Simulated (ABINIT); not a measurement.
# TePb (Fm-3m) in ABINIT: equation of state

Aim: energy against volume of TePb in PBE, for its equilibrium volume and stiffness.

Everything below comes from runs of ABINIT 10.8.3 (patched build). Logs are shortened: lines on timing, memory, paths and dates and some standing lists are left out, and cuts for length are marked. The log counts tension as positive stress, the text compression.

### 1 The crystal as given

Symmetry: Fm-3m, No. 225, cubic system. Conventional cell: a = 6.462 Å, b = 6.462 Å, c = 6.462 Å, α = 90.00°, β = 90.00°, γ = 90.00°. Pb (site symmetry m-3m) is surrounded by 6 Te at 3.23 Å. Around Te (site symmetry m-3m) lie 6 Pb at 3.23 Å.

### 2 Equation of state, PBE

run.abi

```
# Datasets: one volume each
ndtset 7
getwfk -1
scalecart1 3*0.9795861087
scalecart2 3*0.9864848297
scalecart3 3*0.9932883884
scalecart4 3*1.0000000000
scalecart5 3*1.0066227096
scalecart6 3*1.0131594038
scalecart7 3*1.0196128224

# Pseudopotentials
pp_dirpath "./"
pseudos "Pb.GGA_PBE-JTH.xml, Te.GGA_PBE-JTH.xml"

# Structure
acell 8.6347709725 8.6347709725 8.6347709725
rprim
     0.0000000000     0.7071067812     0.7071067812
     0.7071067812     0.0000000000     0.7071067812
     0.7071067812     0.7071067812     0.0000000000
ntypat 2
znucl 82 52
natom 2
typat 1 2
xred
     0.0000000000     0.0000000000     0.0000000000
     0.5000000000     0.5000000000     0.5000000000

# Plane-wave basis
ecut 22.0
pawecutdg 44.0

# k points
kptopt 1
ngkpt 7 7 7
nshiftk 1
shiftk 0.0 0.0 0.0

# Exchange and correlation
ixc 11

# Bands and occupations
nband 14
occopt 3
tsmear 0.05 eV

# SCF cycle
nstep 100
tolvrs 1.0e-9

# Output
iomode 3
prtwf 1
prtden 0
prteig 0
prtebands 0
enunit 2
```

Potentials or basis: JTH PAW PBE v2.0.

Command:

```console
> abinit run.abi > log 2>&1
```

run.abo:

```text
.Version 10.8.3 of ABINIT
 DATASET    1 : space group Fm -3 m (#225); Bravais cF (face-center cubic)
================================================================================
 Values of the parameters that define the memory need for DATASET  1.
     intxc =       0    ionmov =       0      iscf =      17    lmnmax =      18
     lnmax =       6     mgfft =      36  mpssoang =       3    mqgrid =    3001
     natom =       2  nloc_mem =       2    nspden =       1   nspinor =       1
    nsppol =       1      nsym =      48    n1xccc =       1    ntypat =       2
    occopt =       3   xclevel =       2
       mpw =        2129          nfft =       46656          nkpt =          20
 PAW method is used; the additional fine FFT grid is defined by:
   mgfftf=        54    nfftf =    157464
================================================================================
================================================================================
[... 71 lines left out ...]
 DATASET    7 : space group Fm -3 m (#225); Bravais cF (face-center cubic)
================================================================================
 Values of the parameters that define the memory need for DATASET  7.
     intxc =       0    ionmov =       0      iscf =      17    lmnmax =      18
     lnmax =       6     mgfft =      40  mpssoang =       3    mqgrid =    3001
     natom =       2  nloc_mem =       2    nspden =       1   nspinor =       1
    nsppol =       1      nsym =      48    n1xccc =       1    ntypat =       2
    occopt =       3   xclevel =       2
       mpw =        2393          nfft =       64000          nkpt =          20
 PAW method is used; the additional fine FFT grid is defined by:
   mgfftf=        54    nfftf =    157464
================================================================================
================================================================================

--------------------------------------------------------------------------------
------------- Echo of variables that govern the present computation ------------
--------------------------------------------------------------------------------
 -outvars: echo values of preprocessed input variables --------
            acell      8.6347709725E+00  8.6347709725E+00  8.6347709725E+00 Bohr
              amu      2.07200000E+02  1.27600000E+02
             ecut      2.20000000E+01 Hartree
           enunit           2
           getwfk          -1
              ixc          11
           jdtset        1    2    3    4    5    6    7
         kptrlatt        7    0    0      0    7    0      0    0    7
          kptrlen1     5.92095119E+01
          kptrlen2     5.96264940E+01
          kptrlen3     6.00377242E+01
          kptrlen4     6.04433968E+01
          kptrlen5     6.08436959E+01
          kptrlen6     6.12387959E+01
          kptrlen7     6.16288624E+01
            natom           2
            nband          14
           ndtset           7
            ngfft1         36      36      36
            ngfft2         36      36      36
            ngfft3         40      40      40
            ngfft4         40      40      40
            ngfft5         40      40      40
            ngfft6         40      40      40
            ngfft7         40      40      40
          ngfftdg          54      54      54
             nkpt          20
            nstep         100
             nsym          48
           ntypat           2
           occopt           3
        pawecutdg      4.40000000E+01 Hartree
         pawxcdev           0
           prtden           0
        prtebands           0
           prteig           0
            rprim1     0.0000000000E+00  6.9267198023E-01  6.9267198023E-01
                       6.9267198023E-01  0.0000000000E+00  6.9267198023E-01
                       6.9267198023E-01  6.9267198023E-01  0.0000000000E+00
            rprim2     0.0000000000E+00  6.9755011263E-01  6.9755011263E-01
                       6.9755011263E-01  0.0000000000E+00  6.9755011263E-01
                       6.9755011263E-01  6.9755011263E-01  0.0000000000E+00
            rprim3     0.0000000000E+00  7.0236095512E-01  7.0236095512E-01
                       7.0236095512E-01  0.0000000000E+00  7.0236095512E-01
                       7.0236095512E-01  7.0236095512E-01  0.0000000000E+00
            rprim4     0.0000000000E+00  7.0710678120E-01  7.0710678120E-01
                       7.0710678120E-01  0.0000000000E+00  7.0710678120E-01
                       7.0710678120E-01  7.0710678120E-01  0.0000000000E+00
            rprim5     0.0000000000E+00  7.1178974407E-01  7.1178974407E-01
                       7.1178974407E-01  0.0000000000E+00  7.1178974407E-01
                       7.1178974407E-01  7.1178974407E-01  0.0000000000E+00
            rprim6     0.0000000000E+00  7.1641188486E-01  7.1641188486E-01
                       7.1641188486E-01  0.0000000000E+00  7.1641188486E-01
                       7.1641188486E-01  7.1641188486E-01  0.0000000000E+00
            rprim7     0.0000000000E+00  7.2097514092E-01  7.2097514092E-01
                       7.2097514092E-01  0.0000000000E+00  7.2097514092E-01
                       7.2097514092E-01  7.2097514092E-01  0.0000000000E+00
          spgroup         225
           tolvrs      1.00000000E-09
           tsmear      1.83746611E-03 Hartree
            typat      1  2
           useylm           1
           xangst1     0.0000000000E+00  0.0000000000E+00  0.0000000000E+00
                       3.1650427151E+00  3.1650427151E+00  3.1650427151E+00
           xangst2     0.0000000000E+00  0.0000000000E+00  0.0000000000E+00
                       3.1873324826E+00  3.1873324826E+00  3.1873324826E+00
           xangst3     0.0000000000E+00  0.0000000000E+00  0.0000000000E+00
                       3.2093147808E+00  3.2093147808E+00  3.2093147808E+00
           xangst4     0.0000000000E+00  0.0000000000E+00  0.0000000000E+00
                       3.2309999979E+00  3.2309999979E+00  3.2309999979E+00
           xangst5     0.0000000000E+00  0.0000000000E+00  0.0000000000E+00
                       3.2523979726E+00  3.2523979726E+00  3.2523979726E+00
           xangst6     0.0000000000E+00  0.0000000000E+00  0.0000000000E+00
                       3.2735180315E+00  3.2735180315E+00  3.2735180315E+00
           xangst7     0.0000000000E+00  0.0000000000E+00  0.0000000000E+00
                       3.2943690270E+00  3.2943690270E+00  3.2943690270E+00
            xcart1     0.0000000000E+00  0.0000000000E+00  0.0000000000E+00
                       5.9810639084E+00  5.9810639084E+00  5.9810639084E+00
            xcart2     0.0000000000E+00  0.0000000000E+00  0.0000000000E+00
                       6.0231854644E+00  6.0231854644E+00  6.0231854644E+00
            xcart3     0.0000000000E+00  0.0000000000E+00  0.0000000000E+00
                       6.0647259875E+00  6.0647259875E+00  6.0647259875E+00
            xcart4     0.0000000000E+00  0.0000000000E+00  0.0000000000E+00
                       6.1057051088E+00  6.1057051088E+00  6.1057051088E+00
            xcart5     0.0000000000E+00  0.0000000000E+00  0.0000000000E+00
                       6.1461414206E+00  6.1461414206E+00  6.1461414206E+00
            xcart6     0.0000000000E+00  0.0000000000E+00  0.0000000000E+00
                       6.1860525478E+00  6.1860525478E+00  6.1860525478E+00
            xcart7     0.0000000000E+00  0.0000000000E+00  0.0000000000E+00
                       6.2254552187E+00  6.2254552187E+00  6.2254552187E+00
             xred      0.0000000000E+00  0.0000000000E+00  0.0000000000E+00
                       5.0000000000E-01  5.0000000000E-01  5.0000000000E-01
            znucl       82.00000   52.00000

================================================================================

 chkinp: Checking input parameters for consistency, jdtset=   1.

 chkinp: Checking input parameters for consistency, jdtset=   2.
[... 40 lines left out ...]
 getcut: wavevector=  0.0000  0.0000  0.0000  ngfft=  54  54  54
         ecut(hartree)=     44.000   => boxcut(ratio)=   2.13874

--- Pseudopotential description ------------------------------------------------
- pspini: atom type   1  psp file is ./Pb.GGA_PBE-JTH.xml
 Pseudopotential format is: paw10
 basis_size (lnmax)=  6 (lmn_size= 18), orbitals=   0   0   1   1   2   2
 Spheres core radius: rc_sph= 2.40264019
 Shapefunction is BESSEL type: shapef(r,l)=aa(1,l)*jl(q(1,l)*r)+aa(2,l)*jl(q(2,l)*r)
 Radius for shape functions =  2.00872932
 Compensation charge density is not taken into account in XC energy/potential

- pspini: atom type   2  psp file is ./Te.GGA_PBE-JTH.xml
 Pseudopotential format is: paw10
 basis_size (lnmax)=  4 (lmn_size=  8), orbitals=   0   0   1   1
 Spheres core radius: rc_sph= 2.31107438
 Shapefunction is SIN type: shapef(r)=[sin(pi*r/rshp)/(pi*r/rshp)]**2
 Radius for shape functions =  2.10488624
 Compensation charge density is not taken into account in XC energy/potential

   2.67418901E+03                                ecore*ucvol(ha*bohr**3)
--------------------------------------------------------------------------------

[... 372 lines left out ...]
 getcut: wavevector=  0.0000  0.0000  0.0000  ngfft=  40  40  40
         ecut(hartree)=     22.000   => boxcut(ratio)=   2.20880

 getcut : COMMENT -
  Note that boxcut > 2.2 ; recall that boxcut=Gcut(box)/Gcut(sphere) = 2
  is sufficient for exact treatment of convolution.
  Such a large boxcut is a waste : you could raise ecut
  e.g. ecut=   26.833503 Hartrees makes boxcut=2

 Fine grid specifications (used for densities):

 getcut: wavevector=  0.0000  0.0000  0.0000  ngfft=  54  54  54
         ecut(hartree)=     44.000   => boxcut(ratio)=   2.10924
--------------------------------------------------------------------------------
[... 911 lines left out ...]
-Cartesian components of stress tensor (GPa)         [Pressure= -3.5964E-01 GPa]
- sigma(1 1)=  3.59638863E-01  sigma(3 2)=  0.00000000E+00
- sigma(2 2)=  3.59638863E-01  sigma(3 1)=  0.00000000E+00
- sigma(3 3)=  3.59638863E-01  sigma(2 1)=  0.00000000E+00

== END DATASET(S) ==============================================================
================================================================================

 -outvars: echo values of variables after computation  --------
            acell      8.6347709725E+00  8.6347709725E+00  8.6347709725E+00 Bohr
           etotal1    -6.9550786532E+01
           etotal2    -6.9552288340E+01
           etotal3    -6.9553423400E+01
           etotal4    -6.9554229182E+01
           etotal5    -6.9554738082E+01
           etotal6    -6.9554979696E+01
           etotal7    -6.9554980988E+01
            fcart1    -0.0000000000E+00 -0.0000000000E+00 -0.0000000000E+00
                      -0.0000000000E+00 -0.0000000000E+00 -0.0000000000E+00
            fcart2    -0.0000000000E+00 -0.0000000000E+00 -0.0000000000E+00
                      -0.0000000000E+00 -0.0000000000E+00 -0.0000000000E+00
            fcart3    -0.0000000000E+00 -0.0000000000E+00 -0.0000000000E+00
                      -0.0000000000E+00 -0.0000000000E+00 -0.0000000000E+00
            fcart4    -0.0000000000E+00 -0.0000000000E+00 -0.0000000000E+00
                      -0.0000000000E+00 -0.0000000000E+00 -0.0000000000E+00
            fcart5    -0.0000000000E+00 -0.0000000000E+00 -0.0000000000E+00
                      -0.0000000000E+00 -0.0000000000E+00 -0.0000000000E+00
[... 38 lines left out ...]
                       0.0000000000E+00  0.0000000000E+00  0.0000000000E+00
           xangst1     0.0000000000E+00  0.0000000000E+00  0.0000000000E+00
                       3.1650427151E+00  3.1650427151E+00  3.1650427151E+00
           xangst2     0.0000000000E+00  0.0000000000E+00  0.0000000000E+00
                       3.1873324826E+00  3.1873324826E+00  3.1873324826E+00
           xangst3     0.0000000000E+00  0.0000000000E+00  0.0000000000E+00
                       3.2093147808E+00  3.2093147808E+00  3.2093147808E+00
           xangst4     0.0000000000E+00  0.0000000000E+00  0.0000000000E+00
                       3.2309999979E+00  3.2309999979E+00  3.2309999979E+00
           xangst5     0.0000000000E+00  0.0000000000E+00  0.0000000000E+00
                       3.2523979726E+00  3.2523979726E+00  3.2523979726E+00
           xangst6     0.0000000000E+00  0.0000000000E+00  0.0000000000E+00
                       3.2735180315E+00  3.2735180315E+00  3.2735180315E+00
           xangst7     0.0000000000E+00  0.0000000000E+00  0.0000000000E+00
                       3.2943690270E+00  3.2943690270E+00  3.2943690270E+00
             xred      0.0000000000E+00  0.0000000000E+00  0.0000000000E+00
                       5.0000000000E-01  5.0000000000E-01  5.0000000000E-01
 Calculation completed.
```

It took 2.4 min on 1 thread of Arm Neoverse V1, shared host; peak memory 0.18 GiB.

Results:

```yaml
Equilibrium_volume: 35.42 Å³/atom
Bulk_modulus: 39 GPa
Pressure_derivative_of_the_bulk_modulus: 4.5
```

Energy against volume, from the lowest point:
```
volume (Å³/atom)  energy (meV/atom)
          31.706              57.07
          32.380              36.64
          33.055              21.19
          33.730              10.23
          34.404               3.30
          35.079               0.02
          35.753               0.00
```

Caveat: pressures at fixed basis lie under the slope of the energies; this odd mesh misses L, where the gap lies, so gap, dielectric constants and Born charges aren't listed. Spin-orbit coupling is left out, which matters for the levels of Pb, Te.
